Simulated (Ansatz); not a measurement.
A (101) slab of Al$_{2}$Ru (I4/mmm (No. 139)), 11 planes, outer planes Al (top) and Al (bottom), with 11 atoms (Al8Ru3) in a surface cell of A = 14.019 Å², as cut from the bulk:

```
CELL_PARAMETERS angstrom
3.12136 0.00000 0.00000
-1.56068 4.49142 0.00000
0.00000 0.00000 24.71176
ATOMIC_POSITIONS crystal
Al 0.70024 0.40048 0.30350
Al 0.42050 0.84100 0.34118
Ru 0.12074 0.24148 0.38156
Al 0.82098 0.64196 0.42194
Al 0.54124 0.08249 0.45962
Ru 0.24148 0.48297 0.50000
Al 0.94172 0.88345 0.54038
Al 0.66199 0.32397 0.57806
Ru 0.36223 0.72445 0.61844
Al 0.06247 0.12493 0.65882
Al 0.78273 0.56546 0.69650
```

Theory: DFT PBEsol, scalar-relativistic, plane waves, PAW (Ansatz). Plane waves to 420 eV, a k mesh through Γ of 12×8×1 on the computed 11-atom cell and Gaussian smearing (0.10 eV); no spin polarisation.

The relaxed slab holds 3 formula units of Al2Ru and 2 further Al. Against those formula units in the bulk and the further Al in its standard state it lies 3.322 eV higher. The formation energy of Al2Ru from the standard states is -1.968 eV a formula unit (uncorrected, no zero-point or thermal terms).

**Question.** Over what range can the chemical potential of Al vary, and what is the surface energy at both ends?

**Answer.** In contact with the bulk, 2μ(Al) + μ(Ru) is fixed. With Δμ counted from the standard states, Δμ(Al) ≤ 0 keeps elemental Al from forming, and Δμ(Ru) ≤ 0 requires Δμ(Al) ≥ ΔH/2 = -0.984 eV. Other compounds of Al and Ru can narrow this range. Then γ, the mean of both faces, = [3.322 eV − 2.00·Δμ(Al)]/(2A). At the Al-rich end (Δμ = 0): 3.322/(2 × 14.019) × 16.02 = 1.90 J/m². At the Al-poor end: (3.322 + 1.968)/(2 × 14.019) × 16.02 = 3.02 J/m².

**Question.** How does its energy depend on growth conditions?

**Answer.** It carries an excess of Al, so its energy falls by 1.14 J/m² for each eV that μ(Al) rises: Al-rich conditions lower it; whether it appears depends on the other terminations.